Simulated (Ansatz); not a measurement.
All-electron equations of state of elemental crystals

All-electron LAPW (Ansatz 0.2.0), scalar-relativistic, no spin, Fermi–Dirac smearing 0.136 eV, k-meshes of 8 to 18 points an axis; Birch–Murnaghan fits to pressures. Some or most of these lattices are hypothetical for the element, and V0 is the minimum nearest the starting volume; lattices without a usable fit are left out; mesh and smearing are coarse, and magnetic elements are treated as non-magnetic.

```tsv
element	lattice	functional	V0 (Å³/atom)	B0 (GPa)	B′	k-points per axis
B	bcc	LDA	5.93	252	4.1	18
B	bcc	PBE	6.15	226	4.7	18
B	bcc	PBEsol	6.07	238	4.5	18
B	diamond	LDA	8.02	190	3.5	11
B	diamond	PBE	8.32	176	3.6	11
B	diamond	PBEsol	8.20	182	3.5	11
B	fcc	LDA	5.70	290	3.7	18
B	fcc	PBE	5.89	271	3.8	18
B	fcc	PBEsol	5.83	279	3.8	18
B	sc	LDA	6.49	250	3.6	17
```

Q: Give V0 and B0 for sc B in PBEsol.

A: 6.62 Å³/atom and 241.4 GPa.

Q: Give V0 and B0 for sc B in PBE.

A: 6.71 Å³/atom and 233.9 GPa.
